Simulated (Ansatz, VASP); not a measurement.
# Fe in VASP and in Ansatz

File INCAR:

```
ALGO = Normal ; EDIFF = 1E-6
ENCUT = 520 ; GGA = PS
ISIF = 2 ; ISMEAR = -1
ISPIN = 2 ; LASPH = True
LCHARG = False ; LMAXMIX = 4
LORBIT = 11 ; LREAL = False
LWAVE = False ; MAGMOM = 3
NBANDS = 14 ; NELM = 150
PREC = Accurate ; SIGMA = 0.05
```

The input KPOINTS:

```
k-points
0
Gamma
  13 13 13
```

POSCAR

```
Fe
1.0
    0.0000000000      1.9417396906      1.9651051623
    1.4984397099      0.0000000000      1.9651051623
    1.4984397099      1.9417396906      0.0000000000
Fe
1
Direct
    0.0000000000      0.0000000000      0.0000000000
```

input.yaml

```yaml
crystal:
  lattice:
    - [0.0, 1.9417396906, 1.9651051623]
    - [1.4984397099, 0.0, 1.9651051623]
    - [1.4984397099, 1.9417396906, 0.0]
  atoms:
    - { symbol: Fe, position: [0.0, 0.0, 0.0], spin: 3.0 }
kpoints:
  mp_grid: { grid: [13, 13, 13] }
  band_path:
    path:
      - [0.0, 0.0, 0.0]
      - [0.5, 0.0, 0.5]
      - [0.5, 0.246480624, 0.746480624]
      - [0.0742892414, 0.5, 0.5742892414]
      - [0.0, 0.5, 0.5]
      - [0.0, 0.0, 0.0]
      - [0.5, 0.5, 0.0]
      - [0.9257107586, 0.5, 0.4257107586]
    npoints: 10
scf:
  occupations: { method: fermi_dirac, width: 0.05 }
hamiltonian:
  xc: pbesol
  pseudopotentials: { kind: all_electron, lapw: { basis_error: 0.001 } }
magnetization:
  spin_polarized: true
output:
  forces: true
  stress: true
  eigenvalues: true
```

Alike in both runs: functional PBEsol; k mesh 13 × 13 × 13; occupations fermi-dirac, width 0.05 eV; collinear spin.

|  | VASP | Ansatz |
| --- | --- | --- |
| version | VASP 6.6.1 | Ansatz 0.2.0 |
| potentials or method | VASP PAW PBE potentials, release 64 (Fe) | all-electron LAPW, scalar-relativistic |
| plane-wave cutoff (eV) | 520 | see its input |
| task | single point | band structure |

```csv
,VASP,Ansatz,Ansatz less VASP
gap on the k mesh at the Fermi level (eV),none,none,-
pressure (GPa),-10.3,-10.5,-0.21
largest component of the traceless stress (GPa),5.05,5.25,+0.194
net moment per atom (μB),2.20,2.17,-0.027
size of the moment on the site where the two differ most (μB),2.19,2.22,+0.030
```

Site moments also hang on the region over which each program counts them. A gap of «none» marks a metal or a gap that the smearing closes. Ansatz ran all-electron here, so the differences hold the error of VASP's frozen core and of both bases.

Caveats: the PAW data sets were made with another functional, which shifts forces and pressure a little (VASP).
